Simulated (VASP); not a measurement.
# BN (Qingsongite): relaxation of cell and atoms with PBEsol

Crystal: BN (Qingsongite).

```xyz
2
Lattice="0.0000 1.8075 1.8075 1.8075 0.0000 1.8075 1.8075 1.8075 0.0000" Properties=species:S:1:pos:R:3 pbc="T T T"
B     0.0000    0.0000    0.0000
N     0.9038    0.9038    0.9038
```

- Program: VASP 6.6.1
- Task: relaxation of cell and atoms
- Functional: PBEsol
- Potentials or basis: VASP PAW PBE potentials, release 64 (B, N)
- Cutoff: 600 eV
- k mesh: 14 × 14 × 14
- Occupations: gaussian, width 0.03 eV
- Spin: no spin polarisation
- Further INCAR settings: ALGO = Normal; EDIFF = 1e-06; IBRION = 2; EDIFFG = -0.01; NSW = 90; ISIF = 3

```
Relaxed volume                         : 5.86 Å³/atom
Relaxed cell                           : a = 2.550 Å, b = 2.550 Å, c = 2.550 Å, α = 60.00°, β = 60.00°, γ = 60.00°
Space group after relaxing (to 0.05 Å) : F-43m (No. 216)
Energy gained by relaxing              : 0.3 meV/atom
Ionic steps                            : 3
Pressure after relaxing                : 0.0 GPa
Band gap on the k mesh                 : 4.28 eV, indirect (least direct gap 8.79 eV)
```

Step by step:
```tsv
step	energy change (eV)	largest force (eV/Å)	pressure (GPa)	volume (Å³)
1	0.0000	0.0000	-2.64	11.81
2	0.0001	0.0000	2.83	11.64
3	-0.0007	0.0000	0.00	11.73
```

Final structure:
```
B N
1.0
     0.00000    1.80332    1.80332
     1.80332    0.00000    1.80332
     1.80332    1.80332    0.00000
B N
1 1
Direct
  0.00000 0.00000 0.00000
  0.25000 0.25000 0.25000
```

Levels at points of the mesh, in eV from the valence-band top:
```tsv
k point	band 2	band 3	band 4	band 5	band 6	band 7
(0.00, 0.00, 0.00)	0.00	0.00	0.00	8.79	8.79	8.79
(0.50, 0.00, 0.00)	-10.84	-1.96	-1.96	10.18	10.66	10.66
(0.50, 0.50, 0.00)	-9.01	-4.97	-4.97	4.28	9.13	17.98
```

Wall time 27 s on 1 thread of Intel(R) Xeon(R) Platinum 8375C CPU @ 2.90GHz (Ice Lake) (shared host), peak memory 0.13 GiB.

Caveat: the PAW data sets were made with another functional, which shifts forces and pressure a little. A k mesh can miss the band edges.
